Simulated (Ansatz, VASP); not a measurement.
Al2Cu in VASP and in Ansatz

```
CELL_PARAMETERS angstrom
4.18570 0.00000 0.00000
0.00000 4.18570 0.00000
0.00000 0.00000 2.94802
ATOMIC_POSITIONS crystal
Cu 0.00000 0.00000 0.00000
Al 0.00000 0.50000 0.50000
Al 0.50000 0.00000 0.50000
```

Change from the starting cell: volume scaled by 1.06.

Alike in both runs: task single point; functional PBEsol; k mesh 7 × 7 × 9; occupations fermi-dirac, width 0.05 eV; no spin polarisation.

```csv
,VASP,Ansatz
version,VASP 6.6.1,Ansatz 0.2.0
potentials or method,"VASP PAW PBE potentials, release 64 (Cu, Al)",Ansatz PAW
plane-wave cutoff (eV),520,420
valence electrons in the cell,17,25
```

|  | VASP | Ansatz | Ansatz less VASP |
| --- | --- | --- | --- |
| gap on the k mesh at the Fermi level (eV) | none | none | - |
| pressure (GPa) | -6.6 | -6.7 | -0.17 |
| largest component of the traceless stress (GPa) | 0.81 | 0.82 | +0.005 |

A gap of «none» marks a metal or a gap that the smearing closes. With one functional, cell and mesh, what is left measures potentials, basis and numerics. The two sets of potentials don't hold the same shells in valence.

Caveats: the PAW data sets were made with another functional, which shifts forces and pressure a little (VASP); the PAW data sets come from PBE, with cores solved anew for the run's functional, which leaves a small shift of forces and pressure (Ansatz).
